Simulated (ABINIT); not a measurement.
Crystal: Bi.

```
Bi
1.0
    -1.98143    1.98143    1.98143
     1.98143   -1.98143    1.98143
     1.98143    1.98143   -1.98143
Bi
1
Direct
  0.00000 0.00000 0.00000
```

This isn't the form of Bi at room conditions, which is rhombohedral.

Base run:

* Program: ABINIT 10.8.3 (patched build)
* Functional: PBEsol
* Potentials or basis: JTH PAW PBE v2.0 sp
* Cutoff: 408 eV
* k mesh: 9 × 9 × 9
* Occupations: fermi-dirac, width 0.05 eV
* Spin: no spin polarisation

Its results: band gap on the k mesh none (metal or under the smearing width); pressure -1.8 GPa.

Q: The run is repeated on the same cell with these changes: functional from PBEsol to PBE. What comes out?

A: Band gap on the k mesh none (metal or under the smearing width); pressure 1.0 GPa.

PBE binds less tightly than PBEsol, so the same cell stands under more pressure.

Caveats: spin-orbit coupling is left out, which moves the levels of the heavy elements; this set keeps more shells in the core, which shifts pressures and gaps; the PAW data sets were made with another functional, which shifts forces and pressure a little (some runs).
